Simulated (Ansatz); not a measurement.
Crystal: SiNi3.

```
CELL_PARAMETERS angstrom
1.29280 0.74640 7.66199
-1.29280 0.74640 7.66199
0.00000 -1.49280 7.66199
ATOMIC_POSITIONS crystal
Ni 0.25473 0.25473 0.25473
Ni 0.50000 0.50000 0.50000
Ni 0.74527 0.74527 0.74527
Si 0.00000 0.00000 0.00000
```

The cell comes from a database or a generator and needn't be the stable form of this composition.

Alike in all runs: program Ansatz 0.2.0; functional PBEsol; potentials or basis Ansatz PAW; cutoff 420 eV (not typed: the program's choice for these potentials); k mesh 10 × 10 × 10; occupations fermi-dirac, width 0.05 eV.

The same cell was started in several ways:

| start | free energy over the lowest (meV/atom) | net moment (μB) | site or absolute moments (μB) | gap |
| --- | --- | --- | --- | --- |
| collinear spin, ferromagnetic start of up to 0.5 μB; fixed moment 1.5 | 20.2 | 1.50 | Ni +0.36, +0.77; Si +0.03 | - |
| collinear spin, ferromagnetic start of up to 1.27 μB; fixed moment 3.8 | 356.9 | 3.80 | Ni +1.00, +1.30; Si +0.19 | - |
| collinear spin, ferromagnetic start of up to 2 μB; fixed moment 6 | 1310.7 | 6.00 | Ni +1.50, +1.69; Si +0.44 | - |
| collinear spin, ferromagnetic start of up to 1.5 μB; fixed moment 4.5 | 578.6 | 4.50 | Ni +1.16, +1.42; Si +0.27 | - |
| collinear spin, ferromagnetic start of up to 0.27 μB; fixed moment 0.8 | 0.0 | 0.80 | Ni +0.15, +0.53; Si +0.00 | - |
| collinear spin, ferromagnetic start of up to 1 μB; fixed moment 3 | 176.6 | 3.00 | Ni +0.79, +1.15; Si +0.11 | - |
| collinear spin, ferromagnetic start of up to 0.73 μB; fixed moment 2.2 | 68.1 | 2.20 | Ni +0.59, +0.93; Si +0.06 | - |
| collinear spin, program default start; fixed moment 0 | 2.2 | 0.00 | - | - |

All polarised runs hold their moment fixed, so the table maps the energy against it. A still lower state may exist.

Caveats: the total moment is fixed, so each spin has its own Fermi level; forces of over 1 eV/Å show positions far from the minimum, so gaps and moduli don't describe the material at rest (some runs).
